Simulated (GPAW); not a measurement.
The system is Sb.

```
CELL_PARAMETERS angstrom
2.15420 1.24373 3.75800
-2.15420 1.24373 3.75800
0.00000 -2.48746 3.75800
ATOMIC_POSITIONS crystal
Sb 0.76651 0.76651 0.76651
Sb 0.23349 0.23349 0.23349
```

Base run:

* Program: GPAW 26.7.0
* Functional: r2SCAN
* Potentials or basis: GPAW PAW data sets (gpaw-data 1.2.1)
* Cutoff: 450 eV
* Basis: pw
* k mesh: 6 × 6 × 6
* Occupations: fermi-dirac, width 0.05 eV
* Spin: no spin polarisation

Its results: band gap on the k mesh none (metal or under the smearing width); pressure -0.2 GPa; largest force 0.100 eV/Å.

Task: The run is repeated on the same cell with these changes: functional from r2SCAN to PBE. What comes out?

Result: Band gap on the k mesh none (metal or under the smearing width); pressure 0.9 GPa; largest force 0.056 eV/Å.

Caveats: the cutoff is short for stress and forces, so pressures can be off by a GPa or more; the PAW data sets were made with another functional, which shifts forces and pressure a little (some runs).
